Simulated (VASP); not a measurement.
KF (Carobbiite), 2 atoms in the cell. Symmetry: Fm-3m, No. 225, cubic system. The conventional cell has a = 5.419 Å, b = 5.419 Å, c = 5.419 Å, α = 90.00°, β = 90.00°, γ = 90.00°. K (site symmetry m-3m) is surrounded by 6 F at 2.71 Å. F (site symmetry m-3m) has 6 K at 2.71 Å as nearest neighbours. 

| Item | Value |
| --- | --- |
| Program | VASP 6.6.1 |
| Task | single point |
| Functional | PBE |
| Potentials or basis | VASP PAW PBE potentials, release 64 (K_sv, F) |
| Cutoff | 520 eV |
| k mesh | 8 × 8 × 8 |
| Occupations | gaussian, width 0.02 eV |
| Spin | no spin polarisation |
| Dipole correction | no |
| Further INCAR settings | ALGO = Normal; EDIFF = 1e-07; NBANDS = 15 |

Potentials or basis: VASP PAW PBE potentials, release 64 (K_sv, F).

The run is started by

```bash
$ cat potpaw_PBE.64/K_sv/POTCAR potpaw_PBE.64/F/POTCAR > POTCAR
$ mpirun -np 1 vasp_std > vasp.out
```

Hardware: 1 thread of AMD EPYC 9R45 (Zen 5), with other jobs on the host.

**Question.** Estimate the wall time of this run.

**Answer.** Run time: 10 s on 1 thread of AMD EPYC 9R45 (Zen 5), on a shared host, peak memory 0.13 GiB. Counts: scf iterations 14, k points 29.
